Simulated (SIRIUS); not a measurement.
# Eu: single point with PBE

Eu:

```
CELL_PARAMETERS angstrom
-2.34230 2.25988 2.31282
2.30890 -2.28395 2.30349
2.34614 2.28779 -2.33690
ATOMIC_POSITIONS crystal
Eu 0.98114 0.99755 0.99126
```

The cell isn't the ideal one: cell strained at random.

```json
{"Program": "SIRIUS 7.12.0", "Task": "single point", "Functional": "PBE", "Potentials or basis": "all-electron FP-LAPW", "Cutoff": "168 eV", "Basis": "apw+lo standard", "k mesh": "8 × 8 × 8", "Occupations": "fermi-dirac, width 0.05 eV", "Spin": "collinear spin, ferromagnetic start", "Starting moments": "[7.0] μB"}
```

```
Band gap on the k mesh                            : none (metal or under the smearing width)
Net moment                                        : 7.40 μB per cell
Site moments                                      : Eu +6.93 μB
All electrons inside the program's atomic spheres : Eu 60.79 (radii Eu 2.65 bohr)
```

Levels at points of the mesh, in eV from the Fermi level:
Spin up:
```tsv
k point	band 13	band 14	band 15	band 16	band 17	band 18	band 19	band 20	band 21	band 22
(0.00, 0.00, 0.00)	-0.82	-0.70	-0.70	-0.70	-0.66	1.60	1.68	1.80	3.06	3.24
(0.50, 0.00, 0.00)	-0.78	-0.72	-0.71	-0.70	-0.69	0.43	0.52	3.06	3.67	5.10
(0.00, 0.50, 0.00)	-0.79	-0.72	-0.71	-0.70	-0.68	0.45	0.59	2.86	3.55	5.08
(0.50, 0.50, 0.00)	-0.78	-0.72	-0.71	-0.70	-0.69	0.46	0.48	3.01	3.68	5.06
(0.00, 0.00, 0.50)	-0.78	-0.72	-0.71	-0.70	-0.69	0.45	0.48	3.02	3.69	5.04
(0.50, 0.00, 0.50)	-0.78	-0.72	-0.71	-0.70	-0.69	0.35	0.57	2.96	3.67	5.00
(0.00, 0.50, 0.50)	-0.78	-0.72	-0.71	-0.70	-0.69	0.41	0.44	3.13	3.75	5.04
(0.50, 0.50, 0.50)	-0.79	-0.78	-0.78	-0.68	-0.68	-0.68	4.07	4.19	4.41	4.51
```
Spin down:
```csv
k point,band 6,band 7,band 8,band 9,band 10,band 11,band 12,band 13,band 14,band 15
"(0.00, 0.00, 0.00)",-38.58,-17.96,-17.95,-17.95,-3.43,2.62,2.71,2.84,3.65,3.66
"(0.50, 0.00, 0.00)",-38.55,-18.31,-18.08,-17.96,-0.76,1.23,1.34,3.61,3.82,3.87
"(0.00, 0.50, 0.00)",-38.55,-18.32,-18.07,-17.95,-0.79,1.16,1.51,3.60,3.82,3.86
"(0.50, 0.50, 0.00)",-38.55,-18.31,-18.07,-17.95,-0.79,1.17,1.39,3.61,3.83,3.87
"(0.00, 0.00, 0.50)",-38.55,-18.31,-18.07,-17.95,-0.79,1.16,1.39,3.61,3.83,3.88
"(0.50, 0.00, 0.50)",-38.55,-18.30,-18.06,-17.95,-0.84,1.06,1.48,3.60,3.83,3.87
"(0.00, 0.50, 0.50)",-38.55,-18.30,-18.07,-17.96,-0.80,1.16,1.32,3.61,3.83,3.88
"(0.50, 0.50, 0.50)",-38.54,-18.22,-18.20,-18.19,-0.06,0.00,3.53,3.56,3.60,3.76
```

Run time: 7.2 min on 1 thread of Arm Neoverse V1, with other jobs on the host, peak memory 1.4 GiB.

Caveat: spin-orbit coupling is left out, which moves the levels of the heavy elements. The state reached can hang on the start; a lower one may exist.
